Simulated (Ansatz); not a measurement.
# How far is this Si2Se from the hull?

Theory: Ansatz, DFT PBE, scalar-relativistic, plane waves, PAW. All cells share a 420 eV cutoff and Γ-centred k meshes spaced at most about 0.3 Å⁻¹ (about 0.25 or finer for metals, 2π included). No spin polarisation.

The zero of energy is the elements' standard structures at the same level; no fitted shifts are applied.

All energies are static (0 K, no zero-point motion). No dispersion correction is applied, so the spacing and binding between layers, chains or molecules are poorly described (SiSe2 Ibam). The reference form of Se is held partly by dispersion forces, which this level lacks.

The competitors are the elements and 1 reference phase of this chemical system (from databases or known types: SiSe2), relaxed at the same level; other known phases may be missing.

The candidate was reached from: Pb2Au type (I4/mcm), changed on relaxing.

```cif
data_structure
_symmetry_space_group_name_H-M 'P4/mmm'
_symmetry_Int_Tables_number 123
_cell_length_a 3.5880
_cell_length_b 3.5880
_cell_length_c 4.4882
_cell_angle_alpha 90.000
_cell_angle_beta 90.000
_cell_angle_gamma 90.000
_cell_volume 57.78
loop_
_atom_site_label
_atom_site_type_symbol
_atom_site_symmetry_multiplicity
_atom_site_Wyckoff_symbol
_atom_site_fract_x
_atom_site_fract_y
_atom_site_fract_z
_atom_site_occupancy
Si1 Si 2 f 0.50000 0.00000 0.00000 1
Se1 Se 1 b 0.00000 0.00000 0.50000 1
```

The lowest competing mixture at this composition:

```
phase    space group             source  share of atoms  ΔE_f (eV/atom)
   Si              -            element          0.5000         -0.0007
SiSe2  Ibam (No. 72)  Materials Project          0.5000          -0.459
```

The lowest database cell of Si (-0.0007) lies slightly below the reference, hence the non-zero entry.

Question: What are the hull's energy here, the candidate's formation energy and its margin?

Answer: The hull lies at -0.230 eV/atom, the weighted sum of the last column. The candidate has 0.380 eV/atom, which is 0.61 eV/atom above it. The candidate matches no cell in the subsets of the Crystallography Open Database and the Materials Project at hand. A phase this far over the hull is unlikely to be made. It holds Si–Si nets (shortest 2.54 Å).
